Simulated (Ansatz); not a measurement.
## KBr: what a change of element does

Computed with Ansatz (plane waves, PAW, 420 eV cutoff): PBE, scalar-relativistic, spin polarisation where moments were expected, Gaussian smearing of 0.05 eV.

KBr was relaxed to zero pressure in the COD cell structure.

The structure is cubic, space group Fm-3m (No. 225). The conventional cell has a = 6.706 Å, b = 6.706 Å, c = 6.706 Å, α = 90.00°, β = 90.00°, γ = 90.00°. Around K (site symmetry m-3m) lie 6 Br at 3.35 Å. Br (site symmetry m-3m) has 6 K at 3.35 Å as nearest neighbours. Neighbours are those within 15 % of a site's shortest distance, so a longer bond may be listed from one end only.

Results for KBr: a (Å) 6.706, V (Å³/atom) 37.69, shortest unlike bond (Å) 3.35, gap (eV) 4.31, B0 (GPa) 13, E_f (eV/atom) -1.77.

Task: All Br is replaced by F and the cell relaxed again in the same space group. What comes out?

Result: KF: a (Å) 5.421, V (Å³/atom) 19.91, shortest unlike bond (Å) 2.71, gap (eV) 5.96, B0 (GPa) 29, E_f (eV/atom) -2.71.

The volume changes by −47.2 %, or −19.2 % in mean length, and the shortest unlike bond by -0.64 Å. The bulk modulus goes from 13.5 to 28.8 GPa. The formation energy moves by -0.94 eV/atom, so KF is the more strongly bound against its own elements. For Br, F the 1 valence electrons of K just fill the anion's shell; these members are gapped.

Gaps are (generalised) Kohn–Sham gaps. E_f is the formation energy from the elements run alike, at 0 K, without zero-point energy or any correction for the binding of gas molecules or dispersion between the molecules, chains or layers of the solid elements; it is good to about 0.01 eV/atom as a calculation.

All runs used the PAW datasets of the set soft_2.
